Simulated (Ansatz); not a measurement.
Level of theory: Ansatz, DFT r2SCAN, scalar-relativistic, plane waves, PAW. Settings: cutoff 500 eV, Γ-centred meshes no coarser than 0.19 Å⁻¹ for metals and 0.3 Å⁻¹ for insulators (2π included), Gaussian smearing.

All energies are static (0 K, no zero-point motion). The comparison covers the computed candidates alone. For metals, differences of a few meV/atom aren't resolved. Spin–orbit coupling is left out. No run is spin-polarised.

Which is lower for Sb₂Pt, the pyrite or the fluorite structure, and by how much?

The pyrite structure, by 298 meV/atom. It takes 22.9 Å³/atom against 23.9.